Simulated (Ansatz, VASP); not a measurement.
**Two plane-wave programs on H**

```
H
1.0
     6.21446    0.00000    0.00000
     0.00000    6.21446    0.00000
     0.00000    0.00000    6.21446
H
16
Cartesian
  2.7242 5.2613 2.3726
  2.7500 5.3011 1.6299
  4.7303 3.3334 1.8135
  5.3888 3.6398 1.6310
  3.2331 2.2810 6.2531
  3.4710 1.9511 5.6243
  0.9459 1.9426 -0.2514
  0.7012 1.5619 0.3426
  2.5047 2.5740 2.1904
  2.3457 2.0574 1.6735
  0.9740 5.8953 0.5567
  1.0145 5.1611 0.6552
  0.4612 5.4340 4.5551
  0.6409 5.8665 3.9718
  2.7719 1.8947 3.8286
  2.3013 2.3708 4.1523
```

Alike in both runs: functional PBE; dispersion D3(BJ); k mesh 1 × 1 × 1; occupations fermi-dirac, width 0.05 eV; no spin polarisation.

Ansatz relaxed the structure, and its values are those at the end. VASP's run is a single point on that final structure, the one shown.

|  | VASP | Ansatz |
| --- | --- | --- |
| version | VASP 6.6.1 | Ansatz 0.2.0 |
| potentials or method | VASP PAW PBE potentials, release 64 (H) | scalar-relativistic, plane waves, PAW |
| plane-wave cutoff (eV) | 520 | 420 |
| valence electrons in the cell | 16 | 16 |

```tsv
	VASP	Ansatz	Ansatz less VASP
rms of the force components (eV/Å)	0.094	0.096	+0.0024
dispersion energy (meV/atom)	-15.3	-15.3	0.00
```
